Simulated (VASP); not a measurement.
Level of theory: PBE GGA, VASP's PBE PAW potentials (set 64) (plane waves; VASP).

VASP input:

File POSCAR:
```
ZnTe
1.0
  0.0000000000   3.1197830000   3.1197830000
  3.1197830000   0.0000000000   3.1197830000
  3.1197830000   3.1197830000   0.0000000000
Zn Te
1 1
direct
  0.5000000000   0.5000000000   0.5000000000
  0.2500000000   0.2500000000   0.2500000000
```

KPOINTS:
```
Automatic mesh
0
Gamma
3 3 3
0 0 0
```

**INCAR**
```
SYSTEM = ZnTe
PREC = Accurate
ENCUT = 300
EDIFF = 1E-6
NELM = 100
ALGO = Normal
LREAL = .FALSE.
LASPH = .TRUE.
ISMEAR = 0
SIGMA = 0.01
GGA = PE
LMAXMIX = 4
LWAVE = .FALSE.
LCHARG = .FALSE.
ISIF = 2
```

POTCAR, in this order: Zn Te (PBE.64 set). Program: vasp_std.

Output

### OSZICAR
```
       N       E                     dE             d eps       ncg     rms          rms(c)
DAV:   1     0.608702390426E+02    0.60870E+02   -0.60206E+03   104   0.958E+02
DAV:   2    -0.234143751917E+01   -0.63212E+02   -0.61590E+02   114   0.205E+02
DAV:   3    -0.505584728023E+01   -0.27144E+01   -0.27101E+01   119   0.446E+01
DAV:   4    -0.509326861852E+01   -0.37421E-01   -0.37420E-01   156   0.503E+00
DAV:   5    -0.509335657423E+01   -0.87956E-04   -0.87953E-04   119   0.216E-01    0.410E+00
DAV:   6    -0.488976745049E+01    0.20359E+00   -0.60977E-01   127   0.198E+01    0.329E+00
DAV:   7    -0.487428517664E+01    0.15482E-01   -0.12434E-01   124   0.342E+00    0.136E+00
DAV:   8    -0.487525335120E+01   -0.96817E-03   -0.60804E-03   109   0.679E-01    0.435E-01
DAV:   9    -0.487591377254E+01   -0.66042E-03   -0.14802E-03   129   0.315E-01    0.122E-01
DAV:  10    -0.487595445720E+01   -0.40685E-04   -0.86917E-05   119   0.778E-02    0.927E-02
DAV:  11    -0.487604358785E+01   -0.89131E-04   -0.10342E-04   129   0.774E-02    0.337E-02
DAV:  12    -0.487604483963E+01   -0.12518E-05   -0.16214E-05   133   0.554E-02    0.164E-02
DAV:  13    -0.487604668645E+01   -0.18468E-05   -0.39697E-06   134   0.216E-02    0.510E-03
DAV:  14    -0.487604661356E+01    0.72892E-07   -0.58711E-07    72   0.126E-02
   1 F= -.48760466E+01 E0= -.48760466E+01  d E =-.382173E-39
```

**OUTCAR**
```
------------------------ aborting loop because EDIFF is reached ----------------------------------------
  FORCE on cell =-STRESS in cart. coord.  units (eV):
  Direction    XX          YY          ZZ          XY          YZ          ZX
  --------------------------------------------------------------------------------------
  Total       -0.0324404     -0.0324404     -0.0324404      0.0000000      0.0000000      0.0000000
  in kB       -0.8558421     -0.8558421     -0.8558421      0.0000000      0.0000000      0.0000000
  external PRESSURE =      -0.8558421 kB  Pullay stress =       0.0000000 kB
  volume of cell :       60.73
      direct lattice vectors                 reciprocal lattice vectors
     0.000000000  3.119783000  3.119783000    -0.160267557  0.160267557  0.160267557
     3.119783000  0.000000000  3.119783000     0.160267557 -0.160267557  0.160267557
     3.119783000  3.119783000  0.000000000     0.160267557  0.160267557 -0.160267557
 POSITION                                       TOTAL-FORCE (eV/Angst)
 -----------------------------------------------------------------------------------
      3.11978      3.11978      3.11978         0.000000     -0.000000      0.000000
      1.55989      1.55989      1.55989        -0.000000      0.000000     -0.000000
 -----------------------------------------------------------------------------------
    total drift:                                0.000004      0.000004      0.000003
  FREE ENERGIE OF THE ION-ELECTRON SYSTEM (eV)
  ---------------------------------------------------
  free  energy   TOTEN  =        -4.8760466136 eV

  energy  without entropy=       -4.8760466136  energy(sigma->0) =       -4.87604661
```
(Selected blocks of OUTCAR.)

At this cut-off the stress carries a Pulay error, which pulls relaxed volumes low.

The structure comes from a computed database's ZnTe entry; how it stands against other phases isn't given here. The cell was not relaxed at this level. The k-mesh is coarse (spacing up to 0.58 per Å, 2π included), so the numbers may not be converged in it. The run is one of a series of settings (KPOINTS 3×3×3 Γ-centred mesh against the base run), some of them coarse on purpose.
